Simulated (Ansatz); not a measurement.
Cubic perovskite CsPbI₃ (cubic high-temperature phase) was calculated with r²SCAN in Ansatz (plane waves, PAW).

Numerical settings: plane-wave cutoff 500 eV, 6×6×6 k mesh, gaussian smearing 0.02 eV, scalar-relativistic PAW data made under PBE.

Cell (relaxed at this level):

```yaml
crystal:
  lattice:
    - [6.33746, 0.00000, 0.00000]
    - [0.00000, 6.33746, 0.00000]
    - [0.00000, 0.00000, 6.33746]
  atoms:
    - { symbol: Cs, position: [0.00000, 0.00000, 0.00000] }
    - { symbol: Pb, position: [0.50000, 0.50000, 0.50000] }
    - { symbol: I, position: [0.50000, 0.00000, 0.50000] }
    - { symbol: I, position: [0.00000, 0.50000, 0.50000] }
    - { symbol: I, position: [0.50000, 0.50000, 0.00000] }
```

Q: What does this level give for the band gap?

A: 
- band gap = 1.71 eV (on the SCF k mesh)

Note: the relaxation could not lower the start's symmetry, so the cell can be a saddle point above a distorted one.

Spin–orbit coupling is not included; with these elements it can move the gap by several tenths of an eV or more.

Static lattice: no zero-point or thermal effects.

Ansatz is a program for electronic structure.
